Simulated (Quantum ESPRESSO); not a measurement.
# LiH under changes of volume

One of the cells (8.449 Å³/atom); the others are scaled copies at fixed shape and fractional positions:

```
CELL_PARAMETERS angstrom
0.00000 2.03675 2.03675
2.03675 0.00000 2.03675
2.03675 2.03675 0.00000
ATOMIC_POSITIONS crystal
Li 0.00000 0.00000 0.00000
H 0.50000 0.50000 0.50000
```

```yaml
Program: Quantum ESPRESSO 7.5
Functional: LDA
Potentials_or_basis: GBRV 1.5 LDA
Cutoff: 612 eV
Density_cutoff: 4898 eV
k_mesh: 11 × 11 × 11
Occupations: fermi-dirac, width 0.05 eV
Spin: no spin polarisation
```

```tsv
volume (Å³/atom)	energy over the lowest point (meV/atom)	pressure (GPa)	gap on the mesh (eV)
7.942	0.00	-2.2	2.80
8.111	2.69	-2.9	2.82
8.280	?	?	?
8.449	10.05	-4.1	2.85
8.618	14.59	-4.6	2.86
8.787	19.64	-5.0	2.87
8.956	25.15	-5.4	2.88
```

Problem. What does the run at 8.280 Å³/atom give?

Solution. Energy over the lowest point 6.06 meV/atom; pressure -3.5 GPa; gap on the mesh 2.83 eV.

Worked out: A Birch-Murnaghan fit of order 3 (a polynomial in V^(-2/3)) to the other rows has no minimum within the range. It gives 6.06 meV/atom at 8.280 Å³/atom, against the run's 6.06, and -dE/dV = -3.5 GPa, against -3.5. A straight line through the other rows of the gap, of slope 0.658 eV per unit of ln V (its deformation potential), gives 2.83 eV, against the run's 2.83.

Energies are extrapolated to zero smearing.

Caveats: an odd mesh through Γ misses points on the zone boundary, where band edges often lie.
